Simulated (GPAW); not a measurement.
Crystal: Rh.

```
Rh
1.0
     0.00000    1.89785    1.89785
     1.89785    0.00000    1.89785
     1.89785    1.89785    0.00000
Rh
1
Direct
  0.00000 0.00000 0.00000
```

Base run:

| Quantity | Value |
| --- | --- |
| Program | GPAW 26.7.0 |
| Functional | LDA |
| Potentials or basis | the program's PAW data sets (release 1.2.1) made for this functional |
| Cutoff | 600 eV |
| Basis | pw |
| k mesh | 12 × 12 × 12 |
| Occupations | fermi-dirac, width 0.05 eV |
| Spin | no spin polarisation |
| Hubbard terms | Rh d U = 1 eV |

Its results: pressure -10.2 GPa.

Q: The run is repeated on the same cell with these changes: hubbard terms from Rh d U = 1 eV to none. What comes out?

A: Pressure -8.4 GPa.

Caveats: U without spin polarisation on a metal has little footing (some runs); the U is typed as a test and isn't derived for this compound (some runs).
